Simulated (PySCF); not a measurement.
Computed NMR parameters against published values

Structure with atom numbers: `[CH3:1][C:2](=[O:3])[N:4]([CH3:5])[CH3:6]`; H(Xn) means a hydrogen on atom n.

- PBE0-D3(BJ)/def2-SVP structure
- σ from GIAO-PBE0/pcSseg-1
- program: PySCF 2.14
- single conformer, no relativistic terms, averaged over atoms made equivalent by symmetry, fast rotation or ring inversion, isolated molecule

Reference values: measured (solution, acetone-d6, 298 K; Fulmer et al., Organometallics 2010, 29, 2176).
```json
{"atoms": "C2", "quantity": "δ ¹³C", "reference": "170.6", "computed": "168.0", "computed, scaled": "162.6"}
{"atoms": "C1", "quantity": "δ ¹³C", "reference": "21.5", "computed": "22.8", "computed, scaled": "21.4"}
{"atoms": "H(C1)", "quantity": "δ ¹H", "reference": "1.97", "computed": "1.95", "computed, scaled": "2.07"}
```

Reference values: measured (liquid, neat, 295 K; 17O NMR survey of organic solvents and oxofluorinated compounds, PMC5915748).
| atoms | quantity | reference | computed | computed, scaled |
| --- | --- | --- | --- | --- |
| O3 | δ ¹⁷O vs D2O (external) | 345.4 | – | 350.8 |

Computed shifts are σ(ref) − σ with the named reference compound (TMS for H and C) calculated as an isolated molecule at the same level. The measured values may be among those fitted. Empirical linear scaling, fitted to shifts measured mostly in CDCl3 for H and C (δ vs TMS): ¹H (scatter 0.21 ppm rms); ¹³C (scatter 2.0 ppm rms, 2.2 ppm with the 3 outliers that the fit left out); ¹⁷O (scatter 11.6 ppm rms vs liquid water, solution or neat liquid). Occasional misses reach two or three times the rms, and more in compound classes unlike the fitted ones.

Task: How far are the unscaled ¹³C shifts from the references?

Result: Mean signed difference -0.65 ppm, mean absolute 1.95 ppm over 2 comparisons; the largest is -2.6 ppm at C2 (amide carbonyl carbon).

4 of the 39 published NMR values on file for this molecule are compared. The rest: values from further sources, protons in aromatic solvents, values whose atom or origin is in doubt.
